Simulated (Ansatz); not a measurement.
## NaF: strain and displacement

```xyz
2
Lattice="0.0000 2.3233 2.3233 2.3233 0.0000 2.3233 2.3233 2.3233 0.0000" Properties=species:S:1:pos:R:3 pbc="T T T"
Na    0.0000    0.0000    0.0000
F     2.3233    2.3233    2.3233
```

Atoms are numbered in the order listed.

The cell is a measured one (Crystallography Open Database entry 9007459); the temperature and pressure of the measurement aren't taken into account, and nothing was relaxed.

These are results of DFT, PBE, all-electron LAPW, scalar-relativistic (Ansatz 0.2.0), not measurements.

Numerical set-up: a Γ-centred 10×10×10 k mesh, Fermi–Dirac smearing of 0.02 eV, basis error target 0.5 meV/atom, no spin polarisation.

The unchanged cell is at 1.72 GPa, so energy changes include a term −P ΔV where the volume moves.

Semilocal functionals give too small gaps.

x, y and z are the Cartesian axes of the cell as listed; fractional coordinates follow a strain, and an engineering shear is twice the off-diagonal strain component.

Problem. One change gave: energy change under 1 meV/atom; stress change (xx, yy, zz, yz, xz, xy) 0.00, 0.00, -0.01, 0.00, 0.00, 0.40 GPa, compression positive; gap on the k mesh 6.27 → 6.25 eV. Which change was it?
A. x and y strained by -4 %, z held
B. atom 2 (F) moved by (0.0800, 0.0000, 0.0000) Å
C. xy engineering shear strain of -1.5 %

Solution. C. For x and y strained by -4 %, z held: energy change +30 meV/atom; stress change (xx, yy, zz, yz, xz, xy) 6.99, 6.99, 2.15, 0.00, 0.00, 0.00 GPa, compression positive; gap on the k mesh 6.27 → 6.72 eV. For atom 2 (F) moved by (0.0800, 0.0000, 0.0000) Å: energy change +4 meV/atom; stress change (xx, yy, zz, yz, xz, xy) 0.67, -0.05, -0.05, 0.00, 0.00, 0.00 GPa, compression positive; change of the force on F2 (-0.190, 0.000, 0.000) eV/Å; gap on the k mesh 6.27 → 6.27 eV.

Problem. What force constant does this one finite step give for F2 along its displacement (all its periodic images move with it)?

Solution. k = −ΔF·u/|u|² = 2.37 eV/Å², so the force pulls the atom back.
